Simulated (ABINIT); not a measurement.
Runs of ABINIT 10.8.3 (patched build) on Co. It takes space group P-3m1 (No. 164, trigonal). The conventional cell has a = 2.487 Å, b = 2.487 Å, c = 4.063 Å, α = 90.00°, β = 90.00°, γ = 120.00°. Around Co (site symmetry 3m) lie 12 Co at 2.42 to 2.55 Å.

```csv
level,potentials or basis,cutoff (eV),fine-grid cutoff,gap on the mesh (eV),pressure (GPa),moment (μB),largest force (eV/Å)
PBE,SG15 NC PBE v1.2,816,-,none,2.2,(a),0.50
PBE,JTH PAW PBE v2.0,707,1306.15 eV,none,1.5,3.33,0.50
PBEsol,JTH PAW PBE v2.0,707,1306.15 eV,none,-8.0,3.33,(b)
PBE,PseudoDojo NC SR PBE v0.5 stringent,1415,-,none,1.1,3.34,0.50
PBE,PseudoDojo NC SR PBE v0.4 stringent,1415,-,none,1.1,3.34,0.50
```

Alike in all rows: task single point; spin collinear, ferromagnetic start; cell as given; k mesh 8 × 8 × 5; smearing fermi-dirac 0.05 eV; the mesh is coarse, so values aren't converged.

Question: Fill in the values left out.

Answer: (a) 3.35; (b) 0.45.

Caveats: all runs use coarse meshes; the PAW data sets were made with another functional, which shifts forces and pressure a little (some runs).

A gap of «none» marks a metal or a gap under the smearing width.
